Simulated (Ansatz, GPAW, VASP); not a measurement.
# One calculation of Si, 4 ways

```
Si
1.0
     0.00000    2.72185    2.72185
     2.72185    0.00000    2.72185
     2.72185    2.72185    0.00000
Si
2
Direct
  0.50000 0.50000 0.50000
  0.75000 0.75000 0.75000
```

Alike in all runs: task single point; functional PBE; k mesh 8 × 8 × 8; occupations gaussian, width 0.02 eV; no spin polarisation; no spin-orbit coupling. Pressure is positive in compression and, in plane waves, holds the error of the finite cutoff, which Ansatz's Pulay term estimates and takes out.

```
                        program and potentials  plane-wave cutoff (eV)                             notes  band gap (eV)  pressure (GPa)
                            Ansatz, Ansatz PAW                     420  Pulay term of +0.02 GPa included           0.63            1.34
                VASP, PBE PAW files Si, 520 eV                     520                                 -           0.63            1.27
    GPAW, GPAW PAW data sets (gpaw-data 1.2.1)                     600                                 -           0.62            1.61
Ansatz, all-electron LAPW, scalar-relativistic                       -                                 -           0.63            1.31
```

The band gap spans 0.62 (GPAW, GPAW PAW data sets (gpaw-data 1.2.1)) to 0.63 eV (VASP, PBE PAW files Si, 520 eV), with all-electron results at 0.63. The pressure spans 1.27 (VASP, PBE PAW files Si, 520 eV) to 1.61 GPa (GPAW, GPAW PAW data sets (gpaw-data 1.2.1)), with all-electron results at 1.31. The gap is indirect and read on the mesh alone.

The functional is the same throughout but for its coding, so the spread measures potentials, basis and numerics; runs on potential files found faulty are left out.
